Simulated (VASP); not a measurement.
# Na (P6_3/mmc) in VASP: notebook

Runs on Na. Level: PBE. Tasks: single point.

Everything below comes from runs of VASP 6.6.1. Logs are shortened: lines on timing, memory, paths and dates and some standing lists are left out, and cuts for length are marked.

### 1 The structure

The structure is hexagonal, space group P6_3/mmc (No. 194). Conventional cell: a = 3.767 Å, b = 3.767 Å, c = 6.154 Å, α = 90.00°, β = 90.00°, γ = 120.00°. Na (site symmetry -6m2) is surrounded by 12 Na at 3.77 Å.

This isn't the form of Na at room conditions, which is bcc.

### 2 Single point, PBE

INCAR reads:

```
SYSTEM = Na
PREC     = Accurate       ! precision mode
ENCUT    = 460            ! plane-wave cutoff, eV
EDIFF    = 1E-6           ! SCF threshold, eV
ISMEAR   = 0              ! smearing method
SIGMA    = 0.2            ! smearing width, eV
LREAL    = Auto         
LASPH    = .TRUE.         ! aspherical terms in the spheres
NELM     = 100            ! most SCF steps
ALGO     = Normal         ! electronic algorithm
ISIF     = 2              ! what is computed and relaxed
LWAVE    = .FALSE.        ! write WAVECAR
LCHARG   = .FALSE.        ! write CHGCAR
GGA      = PE             ! functional
NBANDS   = 14             ! bands
ADDGRID  = .FALSE.
```

KPOINTS reads:

```
regular mesh
0
G
  5 5 3
  0 0 0
```

POSCAR reads:

```
Na
1.0
    3.7670000000      0.0000000000      0.0000000000
   -1.8835000000      3.2623176961      0.0000000000
    0.0000000000      0.0000000000      6.1540000000
Na
2
Direct
    0.6666666667      0.3333333333      0.7500000000
    0.3333333333      0.6666666667      0.2500000000
```

Potentials or basis: VASP PAW PBE potentials, release 64 (Na_pv).

Run with:

```bash
$ cat potpaw_PBE.64/Na_pv/POTCAR > POTCAR
$ mpirun -np 1 vasp_std > vasp.out
```

OUTCAR:

```text
SYSTEM = Na
   PREC = Accurate
   ENCUT = 460
   EDIFF = 1E-6
   ISMEAR = 0
   LREAL = Auto
   LASPH = .TRUE.
   NELM = 100
   ISIF = 2
   GGA = PE

 Found     10 irreducible k-points:

 Following reciprocal coordinates:
            Coordinates               Weight
  0.000000  0.000000  0.000000      1.000000
  0.200000 -0.000000  0.000000      6.000000
  0.400000 -0.000000  0.000000      6.000000
  0.200000  0.200000  0.000000      6.000000
  0.400000  0.200000  0.000000      6.000000
  0.000000  0.000000  0.333333      2.000000
   k-points           NKPTS =     10   k-points in BZ     NKDIM =     10   number of bands    NBANDS=     14
   number of dos      NEDOS =    301   number of ions     NIONS =      2
   total plane-waves  NPLWV =  37632
   dimension x,y,z NGX =    28 NGY =   28 NGZ =   48
   dimension x,y,z NGXF=    56 NGYF=   56 NGZF=   96
   ions per type =               2
   NGX,Y,Z   is equivalent  to a cutoff of  12.36, 12.36, 12.97 a.u.
   NGXF,Y,Z  is equivalent  to a cutoff of  24.71, 24.71, 25.93 a.u.
 SYSTEM =  Na
   PREC   = accura    normal or accurate (medium, high low for compatibility)
   ISTART =      0    job   : 0-new  1-cont  2-samecut
   ICHARG =      2    charge: 1-file 2-atom 10-const
   ISPIN  =      1    spin polarized calculation?
   LNONCOLLINEAR =      F non collinear calculations
   LSORBIT =      F    spin-orbit coupling
   LASPH  =      T    aspherical Exc in radial PAW
   ENCUT  =  460.0 eV  33.81 Ry    5.81 a.u.   6.59  6.59 10.76*2*pi/ulx,y,z
   NELM   =    100;   NELMIN=  2; NELMDL= -5     # of ELM steps
   EDIFF  = 0.1E-05   stopping-criterion for ELM
   LREAL  =      T    real-space projection
   EDIFFG = 0.1E-04   stopping-criterion for IOM
   NSW    =      0    number of steps for IOM
   IBRION =     -1    ionic relax: 0-MD 1-quasi-New 2-CG
   NFREE  =      0    steps in history (QN), initial steepest desc. (CG)
   ISIF   =      2    stress and relaxation
   ISYM   =      2    0-nonsym 1-usesym 2-fastsym
   POTIM  = 0.5000    time-step for ionic-motion
   TEBEG  =    0.0;   TEEND  =   0.0 temperature during run
   PSTRESS=    0.0 pullay stress
   NELECT =      14.0000    total number of electrons
   NUPDOWN=      -1.0000    fix difference up-down
   EMIN   =  10.00;   EMAX   =-10.00  energy-range for DOS
   EFERMI =   0.00;   METHOD = LEGACY
   ISMEAR =     0;   SIGMA  =   0.20  broadening in eV -4-tet -1-fermi 0-gaus
   EFERMI_NEDOS =   21; number of points for ismear=-14 and -15
   IALGO  =     38    algorithm
   IMIX   =      4    mixing-type and parameters
     AMIX     =   0.40;   BMIX     =  1.00
     AMIX_MAG =   1.60;   BMIX_MAG =  1.00
  volume/ion in A,a.u.               =      37.81       255.18
  Fermi-wavevector in a.u.,A,eV,Ry     =   0.933020  1.763153 11.844235  0.870527
  Thomas-Fermi vector in A             =   2.059678
   LORBIT       =      0    0 simple, 1 ext, 2 COOP (PROOUT), +10 PAW based schemes
   GGA     = PE    functional components
   LHFCALC =     F    Hartree Fock is set to
   AEXX    =    0.0000 exact exchange contribution
   IVDW    =     0    specifies the selected vdW correction
   LEPSILON=     F    determine dielectric tensor
   LRPA    =     F    only Hartree local field effects (RPA)
 non-spin polarized calculation
 Gauss-broadening in eV      SIGMA  =   0.20
  energy-cutoff  :      460.00
  volume of cell :       75.63
 maximum number of plane-waves:      1737
 NGX is ok and might be reduce to    28
   NGX = 13   NGY = 13   NGZ = 21

 number of electron      14.0000011 magnetization

 Free energy of the ion-electron system (eV)
  ---------------------------------------------------
  ext. energy  EPLUGINS =         0.00000000
  ---------------------------------------------------
  free energy    TOTEN  =        -2.69493858 eV

  energy without entropy =       -2.67842503  energy(sigma->0) =       -2.68668181

 E-fermi :   0.4353     XC(G=0):  -6.4505

 val. band max:       -0.2422192662   @ k =   0.4000  -0.0000   0.3333
 cond. band min:       0.4964346953   @ k =   0.2000   0.2000   0.3333
 fundamental gap:      0.7386539614
 Fermi energy:         0.4353474587

 k-point     1 :       0.0000    0.0000    0.0000
  band No.  band energies     occupation
      1     -24.6719      2.00000
      2     -24.6443      2.00000
      3     -24.6443      2.00000
      4     -24.6398      2.00000
      5     -24.6398      2.00000
      6     -24.6395      2.00000
      7      -2.9660      2.00000
      8       0.8234      0.00607
      9       1.2085      0.00000
     10      10.1444      0.00000
     11      10.1445      0.00000
     12      10.4840      0.00000
     13      10.4841      0.00000
     14      10.6378      0.00000

 k-point     2 :       0.2000   -0.0000    0.0000
  band No.  band energies     occupation
      1     -24.6679      2.00000
      2     -24.6527      2.00000
      3     -24.6483      2.00000
      4     -24.6469      2.00000
      5     -24.6412      2.00000
      6     -24.6411      2.00000
      7      -2.3845      2.00000
      8       1.3439      0.00000
      9       1.7689      0.00000
     10       5.9207      0.00000
     11       8.3953      0.00000
     12       8.4618      0.00000
     13       9.2660      0.00000
     14      10.4935      0.00000

 k-point     3 :       0.4000   -0.0000    0.0000
  band No.  band energies     occupation
      1     -24.6667      2.00000
      2     -24.6619      2.00000
      3     -24.6597      2.00000
      4     -24.6509      2.00000
      5     -24.6456      2.00000
      6     -24.6438      2.00000
      7      -0.6773      2.00000
      8       2.0085      0.00000
      9       2.9145      0.00000
     10       3.5884      0.00000
     11       5.5551      0.00000
     12       5.9760      0.00000
     13       7.4378      0.00000
     14       8.4698      0.00000

 k-point     4 :       0.2000    0.2000    0.0000
  band No.  band energies     occupation
      1     -24.6616      2.00000
      2     -24.6601      2.00000
      3     -24.6598      2.00000
      4     -24.6506      2.00000
      5     -24.6462      2.00000
      6     -24.6444      2.00000
      7      -1.2403      2.00000
      8       2.3897      0.00000
      9       2.7516      0.00000
     10       4.1189      0.00000
     11       4.6805      0.00000
     12       7.5840      0.00000
     13       7.7804      0.00000
     14       8.2362      0.00000

 k-point     5 :       0.4000    0.2000    0.0000
  band No.  band energies     occupation
      1     -24.6663      2.00000
      2     -24.6614      2.00000
      3     -24.6562      2.00000
      4     -24.6552      2.00000
      5     -24.6498      2.00000
      6     -24.6487      2.00000
      7       0.9148      0.00070
      8       1.0370      0.00002
      9       3.5255      0.00000
     10       4.4884      0.00000
     11       4.5047      0.00000
     12       4.9225      0.00000
     13       5.9908      0.00000
     14       7.1512      0.00000

 k-point     6 :       0.0000    0.0000    0.3333
  band No.  band energies     occupation
      1     -24.6637      2.00000
      2     -24.6476      2.00000
      3     -24.6431      2.00000
      4     -24.6431      2.00000
      5     -24.6409      2.00000
      6     -24.6409      2.00000
      7      -2.5115      2.00000
      8      -1.1709      2.00000
      9       3.9784      0.00000
     10       7.6354      0.00000
     11      10.4683      0.00000
     12      10.4683      0.00000
     13      10.7021      0.00000
     14      10.7021      0.00000

 [... further k-points ...]

------------------------ aborting loop because EDIFF is reached ----------------------------------------

  FORCE on cell =-STRESS in cart. coord.  units (eV):
  Direction    XX          YY          ZZ          XY          YZ          ZX
  --------------------------------------------------------------------------------------
  -------------------------------------------------------------------------------------
  Total       -0.1516125     -0.1516125     -0.1058189      0.0000000     -0.0000000      0.0000000
  in kB       -3.2119314     -3.2119314     -2.2417870      0.0000000     -0.0000000      0.0000000
  external PRESSURE =      -2.8885500 kB  Pullay stress =       0.0000000 kB

 VOLUME and BASIS-vectors are now :
 -----------------------------------------------------------------------------
  energy-cutoff  :      460.00
  volume of cell :       75.63
      direct lattice vectors                 reciprocal lattice vectors
     3.767000000  0.000000000  0.000000000     0.265463233  0.153265269  0.000000000
    -1.883500000  3.262317696  0.000000000     0.000000000  0.306530538  0.000000000
     0.000000000  0.000000000  6.154000000     0.000000000  0.000000000  0.162495938

 POSITION                                       TOTAL-FORCE (eV/Angst)
 -----------------------------------------------------------------------------------
      1.88350      1.08744      4.61550         0.000000      0.000000      0.000000
     -0.00000      2.17488      1.53850        -0.000000     -0.000000      0.000000
 -----------------------------------------------------------------------------------
    total drift:                                0.000000     -0.000000      0.000000

  FREE ENERGIE OF THE ION-ELECTRON SYSTEM (eV)
  ---------------------------------------------------
  free  energy   TOTEN  =        -2.6949385834 eV

  energy  without entropy=       -2.6784250311  energy(sigma->0) =       -2.68668181
```

Run time: 8 s. Hardware: 1 thread of Intel Xeon Platinum 8488C (Sapphire Rapids), shared host; peak memory 0.17 GiB.

These settings aren't checked as converged: the numbers below hold their error.

Results:

| Property | Result |
| --- | --- |
| Free energy | -2.6949 eV |
| Pressure | -0.3 GPa |
| Band gap on the k mesh | none (metal or under the smearing width) |

Caveat: the k mesh is coarse (spacing up to 0.39 Å⁻¹), so the values aren't converged.

### 3 Single point, PBE

INCAR is that of step 2.

KPOINTS is that of step 2.

POSCAR reads:

```
Na
1.0
    3.7670000000      0.0000000000      0.0000000000
   -1.8835000000      3.2623176961      0.0000000000
    0.0000000000      0.0000000000      6.1540000000
Na
2
Direct
    0.6607270000      0.3253030000      0.7651560000
    0.3322080000      0.6634530000      0.2738460000
```

Potentials or basis: VASP PAW PBE potentials, release 64 (Na_pv).

Run with:

```bash
$ cat potpaw_PBE.64/Na_pv/POTCAR > POTCAR
$ mpirun -np 1 vasp_std > vasp.out
```

It took 28 s on 1 thread of Intel Xeon Platinum 8488C (Sapphire Rapids), shared host; peak memory 0.18 GiB.

The run converged, but some of its settings lie outside the range that counts as converged, so its numbers aren't taken as properties of the crystal.

Results:

```
Free energy            : -2.6940 eV
Pressure               : -0.3 GPa
Largest force          : 0.035 eV/Å
Band gap on the k mesh : none (metal or under the smearing width)
```

Caveat: the k mesh is coarse (spacing up to 0.39 Å⁻¹), so the values aren't converged.

### 4 Single point, PBE

Changes to INCAR since step 3:

```diff
@@ -3,6 +3,6 @@
 ENCUT    = 460            ! plane-wave cutoff, eV
-EDIFF    = 1E-6           ! SCF threshold, eV
+EDIFF    = 0.01           ! SCF threshold, eV
 ISMEAR   = 0              ! smearing method
 SIGMA    = 0.2            ! smearing width, eV
-LREAL    = Auto         
+LREAL    = .FALSE.        ! projectors in reciprocal space
 LASPH    = .TRUE.         ! aspherical terms in the spheres
```

KPOINTS is that of step 3.

POSCAR reads:

```
Na
1.0
    3.7670000000      0.0000000000      0.0000000000
   -1.8835000000      3.2623176961      0.0000000000
    0.0000000000      0.0000000000      6.1540000000
Na
2
Direct
    0.6666666667      0.3333333333      0.7500000000
    0.3333333333      0.6666666667      0.2500000000
```

Run with:

```bash
$ cat potpaw_PBE.64/Na_pv/POTCAR > POTCAR
$ mpirun -np 1 vasp_std > vasp.out
```

It took 5.2 s on 1 thread of Intel Xeon Platinum 8488C (Sapphire Rapids), shared host; peak memory 0.17 GiB.

These settings aren't checked as converged: the numbers below hold their error.

What came out:

* Free energy: -2.6952 eV
* Pressure: -0.1 GPa
* Band gap on the k mesh: none (metal or under the smearing width)

Caveat: the k mesh is coarse (spacing up to 0.39 Å⁻¹), so the values aren't converged.
